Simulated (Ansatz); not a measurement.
Runs of Ansatz 0.2.0 on KBr. Symmetry: Fm-3m, No. 225, cubic system. The conventional cell has a = 6.600 Å, b = 6.600 Å, c = 6.600 Å, α = 90.00°, β = 90.00°, γ = 90.00°. Around Br (site symmetry m-3m) lie 6 K at 3.30 Å. Around K (site symmetry m-3m) lie 6 Br at 3.30 Å. 

| task | level | potentials or basis | spin | cell | k mesh | cutoff (eV) | gap on the mesh (eV) | pressure (GPa) | relaxed volume (Å³/atom) |
| --- | --- | --- | --- | --- | --- | --- | --- | --- | --- |
| relaxation of cell and atoms | BLYP | all-electron LAPW, scalar-relativistic | off | relaxed | 7 × 7 × 7 | - | 4.18 | 0.0 | 39.56 |
| relaxation of cell and atoms | RPBE+D3(BJ) | all-electron LAPW, scalar-relativistic | off | relaxed | 7 × 7 × 7 | - | (a) | 0.0 | 27.22 |
| band structure | PBEsol | all-electron LAPW, scalar-relativistic | off | as given | 7 × 7 × 7 | 128 | 4.28 | -0.3 | - |
| band structure | PBEsol | all-electron LAPW, relativistic spinors | SOC, no magnetisation | as given | 5 × 5 × 5 | 128 | 4.12 | -0.3 | - |
| band structure | RPBE | all-electron LAPW, scalar-relativistic | off | as given | 7 × 7 × 7 | 127 | 4.77 | 2.1 | - |
| relaxation of cell and atoms | PBEsol+D3(BJ) | all-electron LAPW, scalar-relativistic | off | relaxed | 7 × 7 × 7 | - | 4.50 | 0.0 | 33.02 |
| relaxation of cell and atoms | LDA | all-electron LAPW, scalar-relativistic | off | relaxed | 7 × 7 × 7 | - | 4.32 | 0.0 | 32.39 |
| elastic constants | LDA | all-electron LAPW, scalar-relativistic | off | as given | 5 × 5 × 5 | 137 | 4.03 | -1.6 | - |
| relaxation of cell and atoms | BLYP+D4 | all-electron LAPW, scalar-relativistic | off | relaxed | 7 × 7 × 7 | - | 4.38 | 0.0 | 36.61 |
| relaxation of cell and atoms | RPBE+D4 | all-electron LAPW, scalar-relativistic | off | relaxed | 7 × 7 × 7 | - | 4.59 | 0.0 | (b) |

Alike in all rows: smearing fermi-dirac 0.05 eV; basis error allowed 0.001 eV/atom.

Task: Estimate the missing entries.

Result: (a) 5.66; (b) 38.49.

Caveats: an odd mesh through Γ misses points on the zone boundary, where band edges often lie (some runs); the volume moved by +10 % from the deposited cell, more than functionals usually miss (some runs); the volume moved by over 15 % at a fixed basis, so the end points are rough (some runs); the volume moved by -24 % from the deposited cell, more than functionals usually miss (some runs).

A k mesh can miss the band edges, and rows without SOC leave out spin-orbit coupling on Br.

Runs at the PBE level aren't shown here.
